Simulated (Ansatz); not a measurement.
Runs of Ansatz 0.2.0 on CuAu. Symmetry: P4/mmm, No. 123, tetragonal system. Conventional cell: a = 2.811 Å, b = 2.811 Å, c = 3.685 Å, α = 90.00°, β = 90.00°, γ = 90.00°. Au (site symmetry 4/mmm) has 8 Cu at 2.71 Å and 4 Au at 2.81 Å as nearest neighbours. Cu (site symmetry 4/mmm) has 8 Au at 2.71 Å and 4 Cu at 2.81 Å as nearest neighbours. 

| task | level | potentials or basis | cell | k mesh | cutoff (eV) | smearing | q mesh | points for each segment of the path | mesh quality | gap on the mesh (eV) | pressure (GPa) |
| --- | --- | --- | --- | --- | --- | --- | --- | --- | --- | --- | --- |
| single point | RPBE | Ansatz PAW | as given | 9 × 9 × 7 | 420 | gaussian 0.05 eV | - | - | not flagged | none | 8.9 |
| single point | r2SCAN | Ansatz PAW | as given | 9 × 9 × 7 | 500 | methfessel-paxton 0.2 eV | - | - | not flagged | none | (a) |
| phonons | PBE | Ansatz PAW | as given | 8 × 8 × 6 | 420 | fermi-dirac 0.05 eV | 2 × 2 × 2 | 8 | not flagged | none | - |
| single point | HSE03+D3(BJ) | Ansatz PAW | cell strained at random at fixed volume | 5 × 5 × 4 | 420 | gaussian 0.01 eV | - | - | coarse | none | - |
| band structure | PBEsol | Ansatz PAW earlier set | as given | 9 × 9 × 7 | 700 | fermi-dirac 0.05 eV | - | 14 | not flagged | none | -3.9 |
| projected density of states | r2SCAN0 | Ansatz PAW | as given | 5 × 5 × 4 | 500 | fermi-dirac 0.05 eV | - | - | coarse | none | - |
| projected density of states | HSE06 | Ansatz PAW | as given | 5 × 5 × 4 | 420 | fermi-dirac 0.05 eV | - | - | coarse | none | - |

Alike in all rows: no spin polarisation.

Problem. Estimate the missing entries.

Solution. (a) -0.4.

Caveats: some runs use coarse meshes; the PAW data sets come from PBE, with cores solved anew for the run's functional, which leaves a small shift of forces and pressure (some runs); the density of states is complete only up to the lowest level of the last band computed (some runs); the potentials were made for another functional, which shifts forces and pressure (some runs); pairwise dispersion overbinds metals, which lowers pressure and volume (some runs).

A k mesh can miss the band edges, and the runs leave out spin-orbit coupling on Au.

A gap of «none» marks a metal or a gap under the smearing width.

Not every run made on this cell is shown here.
